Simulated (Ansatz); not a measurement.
# TaAs in Ansatz: the effect of Hubbard term

TaAs:

```
Ta As
1.0
    -1.72181    1.72181    5.86794
     1.72181   -1.72181    5.86794
     1.72181    1.72181   -5.86794
Ta As
2 2
Direct
  0.49997 0.49997 0.00000
  0.24997 0.74997 0.50000
  0.08263 0.08263 0.00000
  0.83263 0.33263 0.50000
```

The cell is a database's computed one.

Alike in all runs:

- Program: Ansatz 0.2.0
- Task: band structure
- Functional: LDA
- Potentials or basis: Ansatz PAW
- Cutoff: 420 eV (not typed: the program's choice for these potentials)
- k mesh: 11 × 11 × 11
- Occupations: fermi-dirac, width 0.05 eV
- Spin: no spin polarisation
- Path: [["G", "X", "Y", "S", "G", "Z", "S1", "N", "P", "Y1", "Z"], ["X", "P"]]
- Points for each segment of the path: 14
- Hubbard projectors: ortho-atomic (the default)
- Double counting: fll (the default)

```csv
Hubbard term,pressure (GPa)
none,-7.5
Ta d U = 1 eV,-7.1
Ta d U = 2 eV,-6.5
Ta d U = 3 eV,-6.0
Ta d U = 4 eV,-5.4
Ta d U = 5 eV,?
Ta d U = 6 eV,-3.9
```

Question: What does the run with Hubbard term Ta d U = 5 eV give?

Answer: Pressure -4.7 GPa.

Worked out: A parabola through the other rows of the pressure, of slope 0.727 GPa per eV there, gives -4.7 GPa, against the run's -4.7.

Caveats: the PAW data sets come from PBE, with cores solved anew for the run's functional, which leaves a small shift of forces and pressure; U without spin polarisation on a metal has little footing (some runs); the U is typed as a test and isn't derived for this compound (some runs).
